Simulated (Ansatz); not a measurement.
Take a crystal in which N has been replaced by As on all its sites, with the cell rescaled by a rough guess (in some cases also distorted within its space group) and nothing relaxed:

```
B As
1.0
     0.00000    2.07492    2.07492
     2.07492    0.00000    2.07492
     2.07492    2.07492    0.00000
B As
1 1
Direct
  0.00000 0.00000 0.00000
  0.75000 0.75000 0.75000
```

Theory: DFT PBE, scalar-relativistic, plane waves, PAW (Ansatz 0.2.0).

Cutoff 420 eV; k points 12×12×12 on the computed 2-atom cell (Γ-centred); Gaussian smearing, width 0.02 eV; no spin polarisation.

(1) Will this cell want to expand or contract, and how hard?

(2) Is it a metal on this mesh?

(3) What is its energy against the elements in their standard states?

Answers

(1) The pressure is 139.8 GPa (positive in compression), so the cell would expand.

(2) No: the gap is 0.71 eV, the least direct gap 4.05 eV.

(3) +1.480 eV/atom at this unrelaxed geometry, with the elements in the same functional.